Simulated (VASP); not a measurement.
Mo:

```xyz
1
Lattice="-1.5838 1.5838 1.5838 1.5838 -1.5838 1.5838 1.5838 1.5838 -1.5838" Properties=species:S:1:pos:R:3 pbc="T T T"
Mo    0.0000    0.0000    0.0000
```

* Program: VASP 6.6.1
* Task: single point
* Functional: PBEsol
* Potentials or basis: VASP PAW PBE potentials, release 64 (Mo_sv)
* Cutoff: 520 eV
* k mesh: 12 × 12 × 12
* Occupations: fermi-dirac, width 0.05 eV
* Spin: no spin polarisation

On this cell: pressure -9.1 GPa; band gap on the k mesh none (metal or under the smearing width).

The same run follows on a disturbed copy (cell strained at random at fixed volume):

```
Mo
1.0
    -1.59439    1.59130    1.58454
     1.61239   -1.54306    1.55430
     1.60659    1.55526   -1.53630
Mo
1
Direct
  0.99511 0.97150 0.97202
```

Problem. What changes?

Solution. The energy (extrapolated to zero smearing) moves by +12.2 meV/atom; pressure -8.9 GPa; band gap on the k mesh none (metal or under the smearing width).

Stress tensor (GPa, compression positive):
```
-14.15  -0.80  -1.22
 -0.80  -6.71  -3.09
 -1.22  -3.09  -5.82
```

Caveats: the PAW data sets were made with another functional, which shifts forces and pressure a little.
